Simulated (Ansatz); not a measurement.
BaTe in the zincblende structure

Computed with Ansatz (plane waves, PAW, 420 eV cutoff): PBE, scalar-relativistic, no spin polarisation, 8×8×8 k-mesh, Gaussian smearing of 0.05 eV; PAW files: Ansatz's generated set soft_2.

```cif
data_structure
_symmetry_space_group_name_H-M 'P 1'
_symmetry_Int_Tables_number 1
_cell_length_a 5.5359
_cell_length_b 5.5359
_cell_length_c 5.5359
_cell_angle_alpha 60.000
_cell_angle_beta 60.000
_cell_angle_gamma 60.000
_cell_volume 119.96
loop_
_atom_site_label
_atom_site_type_symbol
_atom_site_fract_x
_atom_site_fract_y
_atom_site_fract_z
_atom_site_occupancy
Ba1 Ba 0.00000 0.00000 0.00000 1
Te1 Te 0.25000 0.25000 0.25000 1
```

This is a trial structure: the heavier alkaline earths' oxides and chalcogenides take the rock-salt structure.

The cell above was scaled in volume, its shape and atoms being fixed by the lattice's symmetry. Energies are counted from the cell above.

The cell is relaxed to zero pressure at this level.

```json
{"V (Å³/atom)": "56.681", "ΔE (meV/atom)": "11.54", "P from the stress (GPa)": "1.18"}
{"V (Å³/atom)": "57.581", "ΔE (meV/atom)": "5.95", "P from the stress (GPa)": "0.82"}
{"V (Å³/atom)": "58.781", "ΔE (meV/atom)": "1.44", "P from the stress (GPa)": "0.39"}
{"V (Å³/atom)": "59.980", "ΔE (meV/atom)": "0.00", "P from the stress (GPa)": "0.00"}
{"V (Å³/atom)": "61.180", "ΔE (meV/atom)": "1.34", "P from the stress (GPa)": "-0.35"}
{"V (Å³/atom)": "62.380", "ΔE (meV/atom)": "5.18", "P from the stress (GPa)": "-0.67"}
{"V (Å³/atom)": "64.179", "ΔE (meV/atom)": "15.12", "P from the stress (GPa)": "-1.09"}
{"V (Å³/atom)": "65.978", "ΔE (meV/atom)": "29.44", "P from the stress (GPa)": "-1.45"}
```

Task: Do the energies and the pressures agree? Compare −ΔE/ΔV between neighbouring points (1 meV/Å³ = 0.1602 GPa) with the mean of their pressures.

Result: 
```tsv
interval (Å³/atom)	−ΔE/ΔV (GPa)	mean P (GPa)
56.68 to 57.58	1.0	1.0
57.58 to 58.78	0.6	0.6
58.78 to 59.98	0.2	0.2
59.98 to 61.18	-0.2	-0.2
61.18 to 62.38	-0.5	-0.5
62.38 to 64.18	-0.9	-0.9
64.18 to 65.98	-1.3	-1.3
```
They differ by 0.01 GPa at most.

Task: What do the two routes give for V0, B0 and B0′?

Result: A third-order Birch–Murnaghan fit of the energies: V0 = 59.98 Å³/atom, B0 = 18.5 GPa, B0′ = 4.1. A polynomial of P in ln V, with B = −dP/d ln V at P = 0: V0 = 59.98 Å³/atom, B0 = 18.5 GPa, B0′ = 4.1.

B0·V0 = 18.5 GPa × 59.98 Å³ = 6.93 eV/atom sets the scale: near the minimum ΔE ≈ ½ B0 V0 x², with x = V/V0 − 1, and a pressure of 0.19 GPa squeezes the volume by about 1 %. At the ends of the curve: x = −5.5 % predicts 10.5 meV/atom and the run gives 11.5; x = +10.0 % predicts 34.6 meV/atom and the run gives 29.4. The curve is steeper than the parabola on the compressed side and flatter on the expanded side: the bulk modulus rises with pressure.

These numbers lack spin–orbit coupling.
